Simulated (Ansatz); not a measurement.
Wanted: the native input for an Ansatz 0.2.0 run.

```
Task                : single point
Functional          : PBE
Potentials or basis : Ansatz PAW
Cutoff              : 420 eV (not typed: the program's choice for these potentials)
k mesh              : 9 × 9 × 9
Occupations         : fermi-dirac, width 0.05 eV
Spin                : no spin polarisation
```

BAs:

```
B As
1.0
     2.95701    0.00000    0.00000
     0.00000    2.95701    0.00000
     0.00000    0.00000    2.95701
B As
1 1
Direct
  0.50000 0.50000 0.50000
  0.00000 0.00000 0.00000
```

The cell was built by a generator and needn't be a form met in nature.

The cell isn't the ideal one: as made, not relaxed: species swapped into the GaAg type (Pm-3m, No. 221).

These files were run (other wordings do the same):

input.yaml

```yaml
crystal:
  lattice:
    - [2.95701033, 0.0, 0.0]
    - [0.0, 2.95701033, 0.0]
    - [0.0, 0.0, 2.95701033]
  atoms:
    - { symbol: B, position: [0.5, 0.5, 0.5] }
    - { symbol: As, position: [0.0, 0.0, 0.0] }
hamiltonian:
  xc: pbe
  pseudopotentials: { kind: paw }
kpoints:
  mp_grid: { grid: [9, 9, 9] }
scf:
  occupations: { method: fermi_dirac, width: 0.05 }
output:
  forces: true
  stress: true
  eigenvalues: true
  write_density: true
  write_potential: true
  elf: true
  volumetric_format: npy
```

Potentials or basis: Ansatz PAW.

Run with:

```sh
$ ansatz run input.yaml --threads 2 --pin off --max-ram 5632MiB --backend cpu --events-out ev --progress --plain --runs-dir out
```

Results of the run:

```yaml
Pressure: -1.9 GPa
Band_gap_on_the_k_mesh: none (metal or under the smearing width)
```

It took 1.9 s on 2 threads of Intel(R) Xeon(R) Processor @ 2.50GHz (Skylake/Cascade Lake), on a shared host, peak memory 0.31 GiB.
